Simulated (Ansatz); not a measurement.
Steps from a short run of molecular dynamics on a 2×2×1 supercell (12 atoms) of HfS₂ (P-3m1), relaxed with r2SCAN+rVV10; forces from r2SCAN in the PAW code Ansatz, 3×3×2 mesh, Fermi-Dirac smearing of 0.086 eV, Langevin thermostat and barostat (NPT), set at 1000 K. Spin polarisation is off, nuclei are classical, and the run is far too short for thermal averages.

Problem. At 6 fs the positions in Å are
```
cell (Å): 7.266 0.000 0.000; -3.633 6.293 0.000; 0.000 0.000 5.883
Hf   0.016   0.017   0.008
S    1.831   1.086   4.461
S   -0.002   2.112   1.449
Hf  -1.818   3.118  -0.014
S    0.048   4.212   4.446
S   -1.806   5.244   1.453
Hf   3.620  -0.008   0.000
S    5.403   1.053   4.426
S    3.638   2.078   1.526
Hf   1.808   3.144  -0.003
S    3.612   4.192   4.418
S    1.847   5.252   1.432
```
What are the forces, and how far does the free energy (smearing included) lie above that of step 0, with the atoms on their sites?

Solution. 8.5 meV an atom; forces in eV/Å:
```
cell (Å), as above: 7.266 0.000 0.000; -3.633 6.293 0.000; 0.000 0.000 5.883
Hf  -0.171  -0.349  -0.095
S   -0.114  -0.311  -0.113
S   -0.056  -0.068  -0.168
Hf  -0.364   0.162   0.119
S   -0.416  -0.152   0.089
S   -0.148  -0.035  -0.333
Hf   0.196   0.189   0.405
S    0.382   0.044   0.260
S    0.084   0.163  -0.933
Hf   0.442   0.213   0.379
S    0.280   0.110   0.464
S   -0.114   0.033  -0.073
```

Problem. At 15 fs the positions in Å are
```
cell (Å): 7.278 0.000 0.000; -3.639 6.303 0.000; 0.000 0.000 5.893
Hf   0.034   0.044   0.015
S    1.853   1.131   4.512
S    0.014   2.125   1.472
Hf  -1.818   3.072  -0.030
S    0.100   4.268   4.484
S   -1.809   5.270   1.491
Hf   3.608  -0.010   0.003
S    5.340   1.065   4.408
S    3.680   2.052   1.630
Hf   1.802   3.139   0.007
S    3.607   4.177   4.402
S    1.881   5.295   1.437
```
What are the forces, and how far does the free energy (smearing included) lie above that of step 0, with the atoms on their sites?

Solution. 42.6 meV an atom; forces in eV/Å:
```
cell (Å), as above: 7.278 0.000 0.000; -3.639 6.303 0.000; 0.000 0.000 5.893
Hf  -0.308  -0.993   0.013
S   -0.292  -0.617  -0.552
S   -0.200  -0.075  -0.343
Hf  -0.782   0.598   0.421
S   -0.746  -0.610  -0.082
S   -0.261  -0.109  -0.831
Hf   0.397   0.257   1.147
S    0.909   0.112   0.449
S    0.073   0.409  -1.804
Hf   0.904   0.814   0.859
S    0.489   0.320   0.947
S   -0.181  -0.106  -0.223
```

Problem. At 27 fs the positions in Å are
```
cell (Å): 7.281 0.000 0.000; -3.641 6.306 0.000; 0.000 0.000 5.896
Hf   0.043   0.077   0.014
S    1.869   1.178   4.560
S    0.032   2.118   1.490
Hf  -1.820   3.019  -0.047
S    0.109   4.306   4.529
S   -1.807   5.293   1.516
Hf   3.599  -0.019   0.020
S    5.309   1.044   4.398
S    3.740   2.069   1.651
Hf   1.806   3.131   0.020
S    3.628   4.142   4.389
S    1.920   5.346   1.439
```
What are the forces, and how far does the free energy (smearing included) lie above that of step 0, with the atoms on their sites?

Solution. 72.7 meV an atom; forces in eV/Å:
```
cell (Å), as above: 7.281 0.000 0.000; -3.641 6.306 0.000; 0.000 0.000 5.896
Hf  -0.296  -1.527   0.120
S   -0.308  -1.035  -1.143
S   -0.226   0.035  -0.395
Hf  -0.992   1.092   0.567
S   -0.677  -1.022  -0.397
S   -0.276  -0.117  -1.039
Hf   0.482   0.268   1.631
S    1.214   0.206   0.408
S   -0.120   0.419  -1.896
Hf   1.095   1.511   1.193
S    0.460   0.511   1.174
S   -0.355  -0.341  -0.226
```
